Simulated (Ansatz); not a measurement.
# ZnS (Wurtzite-6H): a point defect seen from the nuclei (Zn vacancy), part 2 of 2

Wanted: the field gradients around Zn vacancy in ZnS (Wurtzite-6H), cell charge -2, before and after the neighbours move. The cell is a supercell built from an entry of the Crystallography Open Database (COD) (the entry's cell lengths or inner coordinates differ somewhat from later room-temperature determinations). Planned: a single point, then a relaxation.

Ansatz 0.2.0; DFT, PBE, plane-wave PAW, default files, scalar-relativistic.

**3. Ions relaxed**

The COD entry's cell or inner coordinates are ideal or old and differ from later refinements, so a difference from it is no clean test against experiment.

Input file input.yaml:

```yaml
crystal:
  lattice:
    - [7.624, 0.0, 0.0]
    - [-3.812, 6.6025776784, 0.0]
    - [0.0, 0.0, 18.68999]
  atoms:
    - { symbol: Zn, position: [0.0, 0.0, 0.0] }
    - { symbol: Zn, position: [0.0, 0.5, 0.0] }
    - { symbol: Zn, position: [0.5, 0.0, 0.0] }
    - { symbol: Zn, position: [0.5, 0.5, 0.0] }
    - { symbol: Zn, position: [0.0, 0.0, 0.5] }
    - { symbol: Zn, position: [0.0, 0.5, 0.5] }
    - { symbol: Zn, position: [0.5, 0.0, 0.5] }
    - { symbol: Zn, position: [0.5, 0.5, 0.5] }
    - { symbol: Zn, position: [0.1666666666, 0.8333333334, 0.16667] }
    - { symbol: Zn, position: [0.6666666666, 0.3333333334, 0.16667] }
    - { symbol: Zn, position: [0.6666666666, 0.8333333334, 0.16667] }
    - { symbol: Zn, position: [0.3333333334, 0.1666666666, 0.66667] }
    - { symbol: Zn, position: [0.3333333334, 0.6666666666, 0.66667] }
    - { symbol: Zn, position: [0.8333333334, 0.1666666666, 0.66667] }
    - { symbol: Zn, position: [0.8333333334, 0.6666666666, 0.66667] }
    - { symbol: Zn, position: [0.3333333334, 0.1666666666, 0.33333] }
    - { symbol: Zn, position: [0.3333333334, 0.6666666666, 0.33333] }
    - { symbol: Zn, position: [0.8333333334, 0.1666666666, 0.33333] }
    - { symbol: Zn, position: [0.8333333334, 0.6666666666, 0.33333] }
    - { symbol: Zn, position: [0.1666666666, 0.3333333334, 0.83333] }
    - { symbol: Zn, position: [0.1666666666, 0.8333333334, 0.83333] }
    - { symbol: Zn, position: [0.6666666666, 0.3333333334, 0.83333] }
    - { symbol: Zn, position: [0.6666666666, 0.8333333334, 0.83333] }
    - { symbol: S, position: [0.0, 0.0, 0.125] }
    - { symbol: S, position: [0.0, 0.5, 0.125] }
    - { symbol: S, position: [0.5, 0.0, 0.125] }
    - { symbol: S, position: [0.5, 0.5, 0.125] }
    - { symbol: S, position: [0.0, 0.0, 0.625] }
    - { symbol: S, position: [0.0, 0.5, 0.625] }
    - { symbol: S, position: [0.5, 0.0, 0.625] }
    - { symbol: S, position: [0.5, 0.5, 0.625] }
    - { symbol: S, position: [0.1666666666, 0.3333333334, 0.29167] }
    - { symbol: S, position: [0.1666666666, 0.8333333334, 0.29167] }
    - { symbol: S, position: [0.6666666666, 0.3333333334, 0.29167] }
    - { symbol: S, position: [0.6666666666, 0.8333333334, 0.29167] }
    - { symbol: S, position: [0.3333333334, 0.1666666666, 0.79167] }
    - { symbol: S, position: [0.3333333334, 0.6666666666, 0.79167] }
    - { symbol: S, position: [0.8333333334, 0.1666666666, 0.79167] }
    - { symbol: S, position: [0.8333333334, 0.6666666666, 0.79167] }
    - { symbol: S, position: [0.3333333334, 0.1666666666, 0.45833] }
    - { symbol: S, position: [0.3333333334, 0.6666666666, 0.45833] }
    - { symbol: S, position: [0.8333333334, 0.1666666666, 0.45833] }
    - { symbol: S, position: [0.8333333334, 0.6666666666, 0.45833] }
    - { symbol: S, position: [0.1666666666, 0.3333333334, 0.95833] }
    - { symbol: S, position: [0.1666666666, 0.8333333334, 0.95833] }
    - { symbol: S, position: [0.6666666666, 0.3333333334, 0.95833] }
    - { symbol: S, position: [0.6666666666, 0.8333333334, 0.95833] }
total_charge: -2
kpoints:
  mp_grid: { grid: [3, 3, 1] }
scf:
  occupations: { method: fermi_dirac, width: 0.01 }
hamiltonian:
  xc: pbe
  pseudopotentials: { kind: paw }
output:
  forces: true
  stress: true
  populations: true
  efg:
    quadrupole_moments_barn: { Zn: 0.122, S: -0.0694 }
    contact_densities: true
  write_density: true
  write_potential: true
  elf: true
  volumetric_format: npy
relax:
  f_tol: 0.03
  max_steps: 40
```

Command:

```
ansatz run input.yaml --threads 1 --pin off --max-ram 3072MiB --backend cpu --events-out ev --progress --plain --runs-dir out
```

Standard output:

```text
[... 1 line left out ...]
Warning: RAYON_NUM_THREADS=1 ignored (pool sized by the plan → 1); use --threads N
Engine: ansatz 0.2.0, x86_64-unknown-linux-gnu
Pseudopotentials: kind: paw
Pseudopotential: Zn, paw, valence charge 12, recommended cutoff 420 eV (normal), Zn.paw.azcp
Pseudopotential: S, paw, valence charge 6, recommended cutoff 420 eV (normal), S.paw.azcp
Functional definition: PBE
  parameter kappa = 0.804
  parameter beta = 0.06672455060314922
  exchange = pbe_x(kappa = kappa, mu = beta*pi^2/3)
  correlation = pbe_c(beta = beta)
Crystal: 47 atoms, lattice volume = 940.818 Å³
Basis set: ecut = 420 eV, 18453 PW (Γ), exchange–correlation on 108×108×250 points (8 copies of the dense FFT grid, shifted against one another)
Bands: 258, of which v1, the nominal top of the filled ones, is band 211 counted from 1 (210 counted from 0)
Symmetry: 6 space group operations
Space group: P3m1 (ITA 156), of the structure as read, at distance tolerance 9.8e-5 Å
k-points: 3 of 9 (time reversal used)
Non-local potential: Zn, projectors of the file, l = 0: 2, l = 1: 2, l = 2: 3, l = 3: 1
Non-local potential: S, projectors of the file, l = 0: 2, l = 1: 2, l = 2: 2
PAW form: soft (Blöchl's): semilocal exchange-correlation on the pseudo side does not see the compensation charge
PAW one-centre angular grid: Zn, 590 points (default); XC on 64 Gauss nodes
PAW one-centre angular grid: S, 110 points (default); XC on 64 Gauss nodes
Initial density: superposition of atomic densities (neutral atoms scaled as one to the charged cell's electrons: chi_scale 0, normalization atom), corrected by the library's trained network
Initial wavefunctions: pseudopotential atomic-orbital guess
Functional: x = pbe(κ = 0.804, μ = 0.2195149727645171), c = pbe(β = 0.06672455060314922)
SCF iter   1: F=—  HF=-98011.500716 eV  |F-HF|=—  |Δ(HF+E_count)|=         —  Δρ=2.21e-2  dr2=5.58e0  ethr=1.77e-3  ⟨swp⟩=7.0  Hψ=3449  notcnv=0  defer=35
preconditioner: auto → Resta (q_TF=auto, 2.387 Å⁻¹)  ε∞=6.9  [insulator: Δε(μ)=1.591 eV  Ē_g=10.261 eV  σ=0.010 eV  W_gap=1.00  n_scr=212 (ndim 8)  ℏωp=24.9 eV  f_vac=0.033  D(μ)=0.00/eV (n_scr^D=0)  ε∞_Penn≈6.9]
SCF iter   2: F=—  HF=-98010.243919 eV  |F-HF|=—  |Δ(HF+E_count)|=    1.26e0  Δρ=3.80e-3  dr2=8.20e-1  ethr=1.32e-3  ⟨swp⟩=2.0  Hψ=1475  notcnv=0  defer=118
SCF iter   3: F=—  HF=-98009.969996 eV  |F-HF|=—  |Δ(HF+E_count)|=   2.74e-1  Δρ=3.97e-3  dr2=4.26e-1  ethr=1.94e-4  ⟨swp⟩=2.3  Hψ=1476  notcnv=0  defer=118
SCF iter   4: F=—  HF=-98009.868107 eV  |F-HF|=—  |Δ(HF+E_count)|=   1.02e-1  Δρ=1.79e-3  dr2=5.03e-2  ethr=1.01e-4  ⟨swp⟩=2.0  Hψ=1249  notcnv=0  defer=118
SCF iter   5: F=—  HF=-98009.861826 eV  |F-HF|=—  |Δ(HF+E_count)|=   6.28e-3  Δρ=3.80e-4  dr2=2.71e-3  ethr=1.19e-5  ⟨swp⟩=2.3  Hψ=1489  notcnv=0  defer=118
SCF iter   6: F=—  HF=-98009.861400 eV  |F-HF|=—  |Δ(HF+E_count)|=   4.26e-4  Δρ=2.60e-4  dr2=6.05e-4  ethr=6.43e-7  ⟨swp⟩=2.0  Hψ=1230  notcnv=0  defer=118
SCF iter   7: F=—  HF=-98009.861849 eV  |F-HF|=—  |Δ(HF+E_count)|=   4.50e-4  Δρ=3.11e-4  dr2=5.53e-4  ethr=1.43e-7  ⟨swp⟩=2.0  Hψ=1232  notcnv=0  defer=118
SCF iter   8: F=—  HF=-98009.861541 eV  |F-HF|=—  |Δ(HF+E_count)|=   3.09e-4  Δρ=4.23e-5  dr2=2.23e-5  ethr=1.31e-7  ⟨swp⟩=2.0  Hψ=1226  notcnv=0  defer=118
SCF iter   9: F=-98009.861555 eV  HF=-98009.861553 eV  |F-HF|=1.66e-6  |Δ(HF+E_count)|=   1.26e-5  Δρ=1.48e-5  dr2=4.37e-6  ethr=5.28e-9  ⟨swp⟩=10.3  Hψ=6769  notcnv=0
SCF 1 converged in 9 iterations: F = -98009.861555 eV  dr2 = 4.37e-6
relax step   1: F+E_penalty+E_count = -98009.86155488 eV  Δ(F+E_penalty+E_count) = +0.000e0 eV  max|allowed force component| = 1.164e0 eV/Å  Δτ_max = 0.0000 Å  (9 SCF iters, dr2 threshold 2.25e-5 eV, accepted)
[... 12 lines left out ...]
relax step   2: F+E_penalty+E_count = -98010.48491906 eV  Δ(F+E_penalty+E_count) = -6.234e-1 eV  max|allowed force component| = 5.437e-1 eV/Å  Δτ_max = 0.1347 Å  (7 SCF iters, dr2 threshold 8.46e-5 eV, accepted)
[... 24 lines left out ...]
[... 70 lines left out ...]
  atom  23  Zn V_zz =    -2.438957   η = 0.0529   by run symmetry: allowed   C_q = -7.1948 MHz
            electrostatic potential = -3940.964267 V   contact ρ = 166604.753486 e/Å³
  atom  24  S  V_zz =    -7.141223   η = 0.3041   by run symmetry: allowed   C_q = +11.9836 MHz
            electrostatic potential = -1634.077943 V   contact ρ = 19767.254890 e/Å³
  atom  25  S  V_zz =    -7.141223   η = 0.3041   by run symmetry: allowed   C_q = +11.9836 MHz
            electrostatic potential = -1634.077943 V   contact ρ = 19767.254890 e/Å³
  atom  26  S  V_zz =    +2.000116   η = 0.0000   by run symmetry: allowed   C_q = -3.3564 MHz
            electrostatic potential = -1633.471452 V   contact ρ = 19765.542559 e/Å³
  atom  27  S  V_zz =    -7.141223   η = 0.3041   by run symmetry: allowed   C_q = +11.9836 MHz
            electrostatic potential = -1634.077943 V   contact ρ = 19767.254890 e/Å³
  atom  28  S  V_zz =    -0.524234   η = 0.0964   by run symmetry: allowed   C_q = +0.8797 MHz
            electrostatic potential = -1632.345050 V   contact ρ = 19765.187853 e/Å³
  atom  29  S  V_zz =    -0.524234   η = 0.0964   by run symmetry: allowed   C_q = +0.8797 MHz
            electrostatic potential = -1632.345050 V   contact ρ = 19765.187853 e/Å³
  atom  30  S  V_zz =    -0.613462   η = 0.0000   by run symmetry: allowed   C_q = +1.0294 MHz
            electrostatic potential = -1632.356520 V   contact ρ = 19765.173700 e/Å³
  atom  31  S  V_zz =    -0.524234   η = 0.0964   by run symmetry: allowed   C_q = +0.8797 MHz
            electrostatic potential = -1632.345050 V   contact ρ = 19765.187853 e/Å³
  atom  32  S  V_zz =    -7.867973   η = 0.0000   by run symmetry: allowed   C_q = +13.2031 MHz
            electrostatic potential = -1633.830234 V   contact ρ = 19766.641214 e/Å³
  atom  33  S  V_zz =    -1.778821   η = 0.2637   by run symmetry: allowed   C_q = +2.9850 MHz
            electrostatic potential = -1633.209426 V   contact ρ = 19765.258609 e/Å³
  atom  34  S  V_zz =    -1.778821   η = 0.2637   by run symmetry: allowed   C_q = +2.9850 MHz
            electrostatic potential = -1633.209426 V   contact ρ = 19765.258610 e/Å³
  atom  35  S  V_zz =    -1.778821   η = 0.2637   by run symmetry: allowed   C_q = +2.9850 MHz
            electrostatic potential = -1633.209426 V   contact ρ = 19765.258609 e/Å³
  atom  36  S  V_zz =    +0.690190   η = 0.2432   by run symmetry: allowed   C_q = -1.1582 MHz
            electrostatic potential = -1632.423232 V   contact ρ = 19765.197423 e/Å³
  atom  37  S  V_zz =    +0.690190   η = 0.2432   by run symmetry: allowed   C_q = -1.1582 MHz
            electrostatic potential = -1632.423232 V   contact ρ = 19765.197423 e/Å³
  atom  38  S  V_zz =    +0.690190   η = 0.2432   by run symmetry: allowed   C_q = -1.1582 MHz
            electrostatic potential = -1632.423232 V   contact ρ = 19765.197423 e/Å³
  atom  39  S  V_zz =    +0.664077   η = 0.0000   by run symmetry: allowed   C_q = -1.1144 MHz
            electrostatic potential = -1632.409631 V   contact ρ = 19765.183199 e/Å³
  atom  40  S  V_zz =    -1.968476   η = 0.0852   by run symmetry: allowed   C_q = +3.3033 MHz
            electrostatic potential = -1632.652998 V   contact ρ = 19765.315884 e/Å³
  atom  41  S  V_zz =    -1.968476   η = 0.0852   by run symmetry: allowed   C_q = +3.3033 MHz
            electrostatic potential = -1632.652998 V   contact ρ = 19765.315884 e/Å³
  atom  42  S  V_zz =    -1.968476   η = 0.0852   by run symmetry: allowed   C_q = +3.3033 MHz
            electrostatic potential = -1632.652998 V   contact ρ = 19765.315884 e/Å³
  atom  43  S  V_zz =    -1.555384   η = 0.0000   by run symmetry: allowed   C_q = +2.6101 MHz
            electrostatic potential = -1632.605930 V   contact ρ = 19765.246588 e/Å³
  atom  44  S  V_zz =    +2.415387   η = 0.0000   by run symmetry: allowed   C_q = -4.0532 MHz
            electrostatic potential = -1633.017284 V   contact ρ = 19765.426653 e/Å³
  atom  45  S  V_zz =    +2.326303   η = 0.3504   by run symmetry: allowed   C_q = -3.9037 MHz
            electrostatic potential = -1632.900678 V   contact ρ = 19765.311094 e/Å³
  atom  46  S  V_zz =    +2.326303   η = 0.3504   by run symmetry: allowed   C_q = -3.9037 MHz
            electrostatic potential = -1632.900678 V   contact ρ = 19765.311094 e/Å³
  atom  47  S  V_zz =    +2.326303   η = 0.3504   by run symmetry: allowed   C_q = -3.9037 MHz
            electrostatic potential = -1632.900678 V   contact ρ = 19765.311094 e/Å³
--- Band table (eV) ---
[... 3 lines left out ...]
--- Relaxed structure (5 steps of the walk, 5 accepted, 0 SCFs on fresh bases) ---
  F+E_penalty+E_count = -98010.65844865 eV   max|allowed force component| = 2.831e-2 eV/Å
  atoms:
[... 47 lines left out ...]
--- Löwdin populations: 47 sites ---
  site symbol       q [e]
[... 47 lines left out ...]
  spilling = 0.011360 (of n_electrons = 422.000000)
```

Run time: 13 min. Hardware: 1 thread of Intel Xeon Platinum 8488C (Sapphire Rapids), shared host; peak memory 2.1 GiB.

Relaxation path:

```
step  energy change (eV)  largest force component (eV/Å)
   1              0.0000                           1.164
   2             -0.6234                           0.544
   3             -0.7878                           0.211
   4             -0.7969                           0.028
   5             -0.7969                           0.028
```

Largest displacement: 0.159 Å (atom 4 and its like, Zn); mean 0.059 Å.

The run ends with gap on the mesh 1.22 eV, largest force 0.028 eV/Å, pressure 1.5 GPa.

What changed since step 2 (V_zz in 10²¹ V/m²; 9 of 23 rows, with the four largest changes of size):

```
site       atoms  V_zz, PBE  V_zz, PBE relaxed  η, PBE  η, PBE relaxed
 S24  24, 25, 27     -11.41              -7.14    0.34            0.30
 S32          32      -8.03              -7.87    0.00            0.00
 Zn9   9, 10, 11       3.05              -5.03    0.46            0.97
Zn16  16, 17, 18      -2.47              -4.07    0.96            0.96
 Zn1     1, 2, 4      -3.08              -5.12    0.22            0.12
 S44          44       1.73               2.42    0.00            0.00
 S26          26       3.28               2.00    0.00            0.00
 S33  33, 34, 35       1.21              -1.78    0.40            0.26
Zn19          19       1.89               3.58    0.00            0.00
```

Site by site (atoms counted from 1): 11 of 23, those nearest the defect, the farthest of each element and the two largest gradients.

```
site       atoms  distance from the defect (Å)  V_zz (10²¹ V/m²)     η     C_Q (MHz)
 S24  24, 25, 27                          2.20             -7.14  0.30    12.0 (³³S)
 S32          32                          2.25             -7.87  0.00    13.2 (³³S)
 Zn1     1, 2, 4                          3.69             -5.12  0.12  -15.1 (⁶⁷Zn)
Zn16  16, 17, 18                          3.69             -4.07  0.96  -12.0 (⁶⁷Zn)
 Zn9   9, 10, 11                          3.82             -5.03  0.97  -14.8 (⁶⁷Zn)
 S44          44                          3.87              2.42  0.00   -4.05 (³³S)
 S33  33, 34, 35                          4.46             -1.78  0.26    2.99 (³³S)
 S26          26                          4.46              2.00  0.00   -3.36 (³³S)
Zn19          19                          5.33              3.58  0.00   10.6 (⁶⁷Zn)
 S30          30                          9.63             -0.61  0.00    1.03 (³³S)
Zn15          15                         10.32             -0.58  0.00  -1.71 (⁶⁷Zn)
```

Direction of the V_zz axis (Cartesian unit vector):

```
site  atom     x      y     z
 Zn1     1  0.00   0.00  1.00
 Zn3     3  0.00   0.00  1.00
 Zn5     5  0.00   0.03  1.00
 Zn7     7  0.00   0.00  1.00
Zn12    12  0.03  -0.01  1.00
Zn15    15  0.00   0.00  1.00
Zn19    19  0.00   0.00  1.00
Zn20    20  0.00   0.00  1.00
```

The sizes of the gradients above 0.15 moved by 46 % in the median, over a factor of two at the site that moves most (small gradients counted from 0.15; S36, 0.29 to 0.69), with a change of sign at Zn9, S33.

Density in a lattice plane of the grid's cell (edges 7.62 and 18.69 Å, at 0.001 of the third edge), which holds Zn and S.

Values in e/Å³, 12 rows by 6 columns:
```
 0.05  0.11  0.11  0.05  0.11  0.11
 0.03  0.22  0.21  0.03  0.23  0.21
 0.02  0.11  0.11  0.02  0.11  0.11
 0.81  0.22  0.24  0.82  0.21  0.23
 1.04  0.11  0.11  1.01  0.11  0.11
44.21  0.22  0.24 40.45  0.24  0.22
 0.04  0.11  0.11  0.04  0.11  0.11
 0.02  0.21  0.20  0.02  0.19  0.22
 0.02  0.11  0.11  0.02  0.11  0.11
 0.91  0.24  0.18  0.87  0.18  0.22
 0.91  0.11  0.11  0.95  0.11  0.11
34.26  0.21  0.23 38.17  0.23  0.21
```
Columns run along the first of these edges and rows up along the second, over one cell in 6 and 12 even steps from the bottom left corner. Atoms in the plane (fractional): Zn at (1.00, 0.01), Zn at (0.50, 0.00), Zn at (0.00, 0.50), Zn at (0.50, 0.50), S at (0.01, 0.13), S at (0.50, 0.13), S at (1.00, 0.62), S at (0.50, 0.63).

ELF in the same plane.

Ten even steps from ' ' (0.00) to '@' (0.87):
```
..::####::::::####::
    ::::      ::::  
  ..::::..  ..::::..
  ::####::  ::####::
    ++++      ++++  
==::....::==::....::
++@@::::@@++@@::::@@
**@@::::@@##@@::::@@
::::    ::::::    ::
  ..++++..  ..++++..
::::####::::::####::
    ::::      ::::  
  ..::::..  ..::::..
  ::####::  ::####::
    ++++      ++++  
++--....::++::....--
==@@::::@@++@@::::@@
##%%::::@@##@@::::%%
::::    ::::::    ::
  ..++++..  ..++++..
```
Columns run along the first of these edges and rows up along the second, over one cell in 10 and 20 even steps from the bottom left corner. Atoms in the plane (fractional): Zn at (1.00, 0.01), Zn at (0.50, 0.00), Zn at (0.00, 0.50), Zn at (0.50, 0.50), S at (0.01, 0.13), S at (0.50, 0.13), S at (1.00, 0.62), S at (0.50, 0.63).

Both are smooth fields of the valence electrons: close to the nuclei they are not physical.

The highest ELF values outside the cores: 0.94 beside S, off the lines to its neighbours, 0.8 Å from S; 0.90 on the S–Zn line, 0.9 Å from S; 0.89 in the shell around S, 0.7 Å from S.

**4. From gradients to spectra (values of step 3)**

⁶⁷Zn (I = 5/2, Q = 122.0 mb) at 35.2 T, Larmor frequency 94.0 MHz. Second-order quadrupolar shifts of the central transition; chemical shifts are not computed, so all sites share one zero.

```
site  count  C_Q (MHz)     η  ν_Q (MHz)  δ_QIS (ppm)
 Zn1      3      -15.1  0.12       2.27       -156.0
Zn16      3      -12.0  0.96       1.80       -128.2
 Zn9      3      -14.8  0.97       2.22       -196.2
Zn19      1       10.6  0.00       1.58        -75.8
Zn15      1      -1.71  0.00      0.257         -2.0
```

⁶⁷Zn central transition, static powder:

kHz, intensity and a bar:
```
    -99.9          0 
    -93.2          2 
    -86.5          4 #
    -79.8          4 #
    -73.2          5 #
    -66.5          5 #
    -59.8          9 ###
    -53.1         21 ######
    -46.4         30 #########
    -39.7         32 #########
    -33.1         28 ########
    -26.4         33 ##########
    -19.7         41 ############
    -13.0         40 ############
     -6.3         52 ################
      0.3        100 ##############################
      7.0         45 #############
     13.7         30 #########
     20.4         25 #######
     27.1         23 #######
     33.8          6 ##
     40.4          4 #
     47.1          1 
     53.8          0
```

**5. Results**

This closing draws on all 2 parts.

```
                            quantity                                                                                                                                                           value
                      state (step 3)                                                                                             gap on the mesh 1.22 eV, largest force 0.028 eV/Å, pressure 1.5 GPa
    V_zz by site, step 3 (10²¹ V/m²)                                                                        S24 -7.14, S32 -7.87, Zn1 -5.12, Zn16 -4.07, Zn9 -5.03, S44 2.42, S33 -1.78, S26 2.00, …
         largest C_Q in size, step 3                                                                                                                                           15.1 MHz, ⁶⁷Zn at Zn1
step 3 (ions relaxed) against step 2  46 % in the median, over a factor of two at the site that moves most (small gradients counted from 0.15; S36, 0.29 to 0.69), with a change of sign at Zn9, S33
```

What this shows: Site S32 (3 Zn at 2.27 Å) carries the largest gradient. The runs allow no spin. The relaxation kept the symmetry P3m1, so a distorted place of lower energy may have been missed. Relaxing moved atoms by up to 0.16 Å and single gradients by over a factor of two in size at the worst site (46 % in the median) (gradients over 0.15 counted), so at some sites the starting positions were a poor guide. At 35.2 T the ⁶⁷Zn line of the largest coupling listed spans about 33 kHz under magic-angle spinning and 84 kHz static, from the quadrupolar part alone (no shift anisotropy). The defect repeats with the cell of 47 atoms, so it feels its images: sites between two images don't show the values beside a lone defect, and zeros or small values of η there can come from the images' arrangement. S and Zn carry a gradient in the pure host already, so the values there aren't the defect's effect alone. A uniform background compensates the cell's charge.

These are semilocal Kohn-Sham gaps, which aren't the measured quantity. Such gaps usually fall short of the measured ones.
